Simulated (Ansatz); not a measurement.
# CdTe: the cost of one run

Program: Ansatz 0.2.0. Level of theory: DFT PBEsol, scalar-relativistic, plane waves, PAW. These are calculated values, not measurements.

3 further runs of the same task are left out: 3 set aside as unsound or not needed. Runs told in other sessions of the task aren't counted.

### 1 The structure to begin with

The cell holds 32 atoms (BiCd15Te16): a = 11.243 Å, b = 11.243 Å, c = 11.243 Å, α = 109.47°, β = 109.47°, γ = 109.47°.

The coordinates of this cell stand in the input of its own run.

The host was relaxed before at PBEsol: a = 6.491 Å, b = 6.491 Å, c = 6.491 Å, α = 90.00°, β = 90.00°, γ = 90.00° (conventional cell), 34.187 Å³/atom.

Places, in fractions of the supercell: Bi in place of Cd at (0.250, 0.250, 0.500). The start keeps the symmetry of the ideal site.

### 2 Band edges of the host over the zone

Contents of input.yaml:

```yaml
crystal:
  lattice:
    - [0.0, 3.2455445669, 3.2455445669]
    - [3.2455445669, 0.0, 3.2455445669]
    - [3.2455445669, 3.2455445669, 0.0]
  atoms:
    - { symbol: Cd, position: [0.0, 0.0, 0.0] }
    - { symbol: Te, position: [0.25, 0.25, 0.25] }
basis:
  ecutwfc: 420
  xc_grid: 2
kpoints:
  mp_grid: { grid: [8, 8, 8] }
  band_path: { path: [VBM, CBM], npoints: 2 }
hamiltonian:
  xc: pbesol
scf:
  occupations: { method: gaussian, width: 0.02 }
output:
  forces: true
  stress: true
  eigenvalues: true
```

Started as:

```bash
$ ansatz run input.yaml --threads 8 --pin off --max-ram 16384MiB --backend cpu --events-out ev --progress --plain --runs-dir out
```

Q: Estimate wall time and peak memory on 8 threads of Arm Neoverse V2, shared host.

About 1.6 s, with a peak of 0.43 GiB.
